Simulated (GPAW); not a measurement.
The system is CdTe.

```
Te Cd
1.0
     0.00000    3.20500    3.20500
     3.20500    0.00000    3.20500
     3.20500    3.20500    0.00000
Te Cd
1 1
Direct
  0.25000 0.25000 0.25000
  0.00000 0.00000 0.00000
```

Base run:

- Program: GPAW 26.7.0
- Functional: PBEsol
- Potentials or basis: PAW data sets generated in the run's folder for this functional
- Cutoff: 500 eV
- Basis: pw
- k mesh: 6 × 6 × 6
- Occupations: fermi-dirac, width 0.01 eV
- Spin: no spin polarisation

Its results: band gap on the k mesh 0.75 eV, direct; pressure 1.0 GPa.

Problem. The run is repeated on the same cell with these changes: functional from PBEsol to PBE; potentials or basis from PAW data sets generated in the run's folder for this functional to GPAW PAW data sets (gpaw-data 1.2.1); cutoff from 500 eV to 450 eV. What comes out?

Solution. Band gap on the k mesh 0.87 eV, direct; pressure 3.2 GPa.

Caveats: the cutoff is short for stress and forces, so pressures can be off by a GPa or more; spin-orbit coupling is left out, which moves the levels of the heavy elements.

